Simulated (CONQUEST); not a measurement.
Runs of CONQUEST 1.3 on W. Symmetry: Im-3m, No. 229, cubic system. The conventional cell has a = 3.165 Å, b = 3.165 Å, c = 3.165 Å, α = 90.00°, β = 90.00°, γ = 90.00°. W (site symmetry m-3m) is surrounded by 8 W at 2.74 Å. 

```csv
task,level,potentials or basis,spin,fixed moment (μB),cell,k mesh,smearing,SCF tolerance,other keys,gap on the mesh (eV),pressure (GPa),largest force (eV/Å)
single point,PBE,"PseudoDojo NC PBE, DZP, grid cutoff 120 Ha",off,-,as given,8 × 8 × 8,fermi-dirac 0.05 eV,1e-06,-,none,9.9,-
single point,PBEsol,"PseudoDojo NC PBEsol, SZ, grid cutoff 100 Ha",off,-,"atoms of the box moved at random, drawn with an rms of 0.05 Å",8 × 8 × 8,fermi-dirac 0.05 eV,1e-05,minE.SCTolerance = 1e-5,none,-2.1,0.13
single point,BLYP,"PseudoDojo NC LDA, DZP, grid cutoff 80 Ha",off,-,as given,7 × 7 × 7,fermi-dirac 0.05 eV,1e-06,-,none,16.9,-
single point,PBE,"PseudoDojo NC PBE, SZP, grid cutoff 80 Ha","collinear, ferromagnetic start",0,volume scaled by 0.8,8 × 8 × 8,methfessel-paxton of order 2 0.1 eV,1e-06,-,-,(a),-
density of states,AM05,"PseudoDojo NC PBEsol, DZP, grid cutoff 100 Ha",off,-,"atoms of the box moved at random, drawn with an rms of 0.05 Å",6 × 6 × 6,fermi-dirac 0.05 eV,1e-06,-,none,-,-
single point,PBE,"PseudoDojo NC PBE, DZP, grid cutoff 120 Ha",off,-,"atoms of the box moved at random, drawn with an rms of 0.05 Å",8 × 8 × 8,fermi-dirac 0.05 eV,1e-06,-,none,10.4,0.82
```

**Question.** Fill in the values left out.

**Answer.** (a) 140.5.

Caveats: the basis of atomic orbitals isn't converged, which shifts pressures, moduli and gaps; the box holds several primitive cells, so bands are folded and the points are those of the box's own zone (some runs); the atomic basis is small (some runs); the potentials were made for another functional, which shifts forces and pressure (some runs); so large a pressure means that the cell lies far from this level's equilibrium, or that cutoff or potentials fall short (some runs); the total moment is fixed, so each spin has its own Fermi level (some runs).

A k mesh can miss the band edges, and the runs leave out spin-orbit coupling on W.

A gap of «none» marks a metal or a gap under the smearing width.
